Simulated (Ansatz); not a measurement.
Theory: DFT PBE, scalar-relativistic, plane waves, PAW (Ansatz). Settings: cutoff 420 eV, Γ-centred meshes spaced at most about 0.3 Å⁻¹, and about 0.25 Å⁻¹ or finer for metals (2π included), Gaussian smearing. No spin polarisation.

These are static total energies at zero pressure.

Task: Order these relaxed structures of Zn₂SnO₃ by energy, lowest first, with the energy over the lowest of them.
A.

```
CELL_PARAMETERS angstrom
-1.70539 1.70539 7.47024
1.70539 -1.70539 7.47024
1.70539 1.70539 -7.47024
ATOMIC_POSITIONS crystal
Zn 0.67840 0.67840 0.00000
Zn 0.32160 0.32160 0.00000
Sn 0.00000 0.00000 0.00000
O 0.75000 0.25000 0.50000
O 0.10635 0.60635 0.50000
O 0.39365 0.89365 0.50000
```

B.

```
CELL_PARAMETERS angstrom
5.19868 -2.83883 0.00000
5.19868 2.83883 0.00000
0.00000 0.00000 5.76287
ATOMIC_POSITIONS crystal
Zn 0.49366 0.84733 0.99689
Zn 0.15267 0.50634 0.99689
Zn 0.84733 0.49366 0.49689
Zn 0.50634 0.15267 0.49689
Sn 0.22185 0.77815 0.51686
Sn 0.77815 0.22185 0.01686
O 0.54051 0.83279 0.34444
O 0.16721 0.45949 0.34444
O 0.85173 0.14827 0.47349
O 0.83279 0.54051 0.84444
O 0.45949 0.16721 0.84444
O 0.14827 0.85173 0.97349
```

Result: B (0 meV/atom), A (52 meV/atom). Forms: B Cmc2_1; A I-4m2. Counting O atoms around Sn and Zn (those within 1.25 times the shortest such distance or 1.15 times the sum of covalent radii): B has Zn 4, Sn 3; A has Zn 4, Sn 4. Both come from invented guesses. The lowest form computed isn't among them: it has space group Cm (No. 8), 14.5 Å³/atom and lies 35 meV/atom below the best shown.

Cells relaxed within their symmetry can be saddle points. Some candidate types were left out of the draw beforehand, so a known form may be missing.
